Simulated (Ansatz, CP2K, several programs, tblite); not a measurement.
Energy against volume for a 3-atom cell of Mg2Si (Fm-3m) from a materials database, at fixed shape and fractional coordinates, computed by several methods (PBE and r2SCAN, where shown, with plane waves in Ansatz); the cell shown is that of r2SCAN. Space group Fm-3m (No. 225), cubic; a = 6.338 Å in the conventional setting, 21.22 Å³ an atom. Mg has 4 Si at 2.74 Å; Si has 8 Mg at 2.74 Å. No spin polarisation and no zero-point or thermal motion. Energies count from each curve's lowest point; fits are third-order Birch-Murnaghan.

```
CELL_PARAMETERS angstrom
0.00000 3.16897 3.16897
3.16897 0.00000 3.16897
3.16897 3.16897 0.00000
ATOMIC_POSITIONS crystal
Mg 0.25000 0.25000 0.25000
Mg 0.75000 0.75000 0.75000
Si 0.00000 0.00000 0.00000
```

PBE/SZV (CP2K), on the shape of the cell shown:
```csv
V (Å³/atom),E (meV/atom)
18.670,174.52
19.943,88.51
21.216,35.39
22.489,17.12
23.762,0.00
```
The lowest point is an end point, so the minimum isn't bracketed.

light PBE (260 eV, its own mesh), on the shape of the cell shown:
```csv
V (Å³/atom),E (meV/atom)
19.519,39.17
20.367,11.30
21.216,1.98
22.065,0.00
22.913,18.81
23.762,32.81
```
The points scatter about a smooth fit, as a low cutoff and a light mesh can make them, so no fit is quoted.

GFN1-xTB (tblite), on the shape of the cell shown, as a cluster of 96 atoms at the zone centre:
```
V (Å³/atom)  E (meV/atom)
     18.670        442.32
     19.943        274.26
     21.216        149.72
     22.489         60.72
     23.762          0.00
```
The lowest point is an end point, so the minimum isn't bracketed.

PBE, on the shape of its own relaxed cell:
```tsv
V (Å³/atom)	E (meV/atom)
20.190	14.54
20.834	3.44
21.479	0.00
22.123	3.12
22.768	11.90
```
V₀ = 21.48 Å³ an atom and B₀ = 54 GPa.

r2SCAN, on the shape of its own relaxed cell:

| V (Å³/atom) | E (meV/atom) |
| --- | --- |
| 19.943 | 15.36 |
| 20.580 | 3.64 |
| 21.216 | 0.00 |
| 21.852 | 3.32 |
| 22.489 | 12.65 |

V₀ = 21.21 Å³ an atom and B₀ = 58 GPa.
